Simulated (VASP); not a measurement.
Runs of VASP 6.6.1 on Ru. Symmetry: P6_3/mmc, No. 194, hexagonal system. Conventional cell: a = 2.706 Å, b = 2.706 Å, c = 4.282 Å, α = 90.00°, β = 90.00°, γ = 120.00°. Around Ru (site symmetry -6m2) lie 12 Ru at 2.65 to 2.71 Å. 

```tsv
level	gap on the mesh (eV)	pressure (GPa)	relaxed volume (Å³/atom)
optB88-vdW	none	0.0	(a)
BEEF-vdW	none	0.0	13.90
vdW-DF2	none	0.0	14.86
vdW-DF-cx	none	0.0	13.41
rev-vdW-DF2	none	0.0	-
```

Alike in all rows: task relaxation of cell and atoms; potentials or basis VASP PAW PBE potentials, release 64 (Ru_pv); no spin polarisation; cell relaxed; k mesh 11 × 11 × 6; cutoff (eV) 600; smearing fermi-dirac 0.05 eV.

**Question.** Fill in the values left out.

**Answer.** (a) 13.80.

Caveats: the PAW data sets were made with another functional, which shifts forces and pressure a little; the relaxation stopped at its first step, so nothing moved (some runs).

A k mesh can miss the band edges, and the runs leave out spin-orbit coupling on Ru.

A gap of «none» marks a metal or a gap under the smearing width.
